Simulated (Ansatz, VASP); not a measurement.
One calculation of Ru, two programs

```
CELL_PARAMETERS angstrom
-1.61440 1.61440 1.36722
1.61440 -1.61440 1.36722
1.61440 1.61440 -1.36722
ATOMIC_POSITIONS crystal
Ru 0.50000 0.50000 0.00000
```

Alike in both runs: functional PBE; k mesh 26 × 26 × 26; occupations gaussian, width 0.1 eV; no spin polarisation.

Ansatz relaxed the structure, and its values are those at the end. VASP's run is a single point on that final structure, the one shown.

```csv
,VASP,Ansatz
version,VASP 6.6.1,Ansatz 0.2.0
potentials or method,"VASP PAW PBE potentials, release 64 (Ru_pv)","scalar-relativistic, plane waves, PAW"
plane-wave cutoff (eV),520,420
valence electrons in the cell,14,16
```

```csv
,VASP,Ansatz,Ansatz less VASP
gap on the k mesh at the Fermi level (eV),none,none,-
pressure (GPa),-0.1,0.0,+0.13
```

A gap of «none» marks a metal or a gap that the smearing closes. The functional is the same, so the differences come from potentials, cutoffs and numerics. The two sets of potentials don't hold the same shells in valence.
